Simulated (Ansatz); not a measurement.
Runs of Ansatz 0.2.0 on SiO2. The structure is tetragonal, space group P4_32_12 (No. 96). The conventional cell has a = 4.976 Å, b = 4.976 Å, c = 6.901 Å, α = 90.00°, β = 90.00°, γ = 90.00°. Si (site symmetry 2) has 4 O at 1.61 Å as nearest neighbours. O (site symmetry 1) has 2 Si at 1.61 Å as nearest neighbours. The cell comes from a database or a generator and needn't be the stable form of this composition.

```csv
task,level,cell,k mesh,cutoff (eV),smearing,level,run kind,points for each segment of the path,gap on the mesh (eV),pressure (GPa),relaxed volume (Å³/atom),largest force (eV/Å)
band structure,LDA,as given,6 × 6 × 4,420,fixed,lda,scf,-,(d),-1.6,-,0.09
band structure,r2SCAN,as given,6 × 6 × 4,500,fixed,r2scan,scf,-,6.35,0.1,-,0.03
band structure,HSE06,as given,4 × 4 × 4,420,fixed,hse06,scf,-,7.52,-,-,(a)
relaxation of cell and atoms,BLYP,relaxed,6 × 6 × 4,420,fermi-dirac 0.05 eV,-,-,-,5.44,0.0,16.05,0.01
relaxation of cell and atoms,r2SCAN,relaxed,6 × 6 × 4,500,fermi-dirac 0.05 eV,-,-,-,6.35,0.0,14.31,-
relaxation of cell and atoms,LDA,relaxed,6 × 6 × 4,420,fermi-dirac 0.05 eV,-,-,-,5.55,0.0,14.03,-
band structure,PBE0,as given,4 × 4 × 4,420,fixed,pbe0,scf,-,(b),-,-,0.07
relaxation of cell and atoms,PBEsol,relaxed,6 × 6 × 4,420,fermi-dirac 0.05 eV,-,-,-,5.57,0.0,(c),-
band structure,PBEsol,as given,6 × 6 × 4,420,fermi-dirac 0.05 eV,-,-,10,5.67,2.4,-,0.16
```

Alike in all rows: potentials or basis Ansatz PAW; no spin polarisation.

Question: Estimate the missing entries.

Answer: (a) 0.06; (b) 8.29; (c) 14.79; (d) 5.49.

Caveats: the PAW data sets come from PBE, with cores solved anew for the run's functional, which leaves a small shift of forces and pressure; the plane-wave basis is chosen anew once the cell has moved, so the energies of steps on either side of that aren't comparable (some runs); the potentials were made for another functional, which shifts forces and pressure (some runs).

A k mesh can miss the band edges.

Not every run made on this cell is shown here.
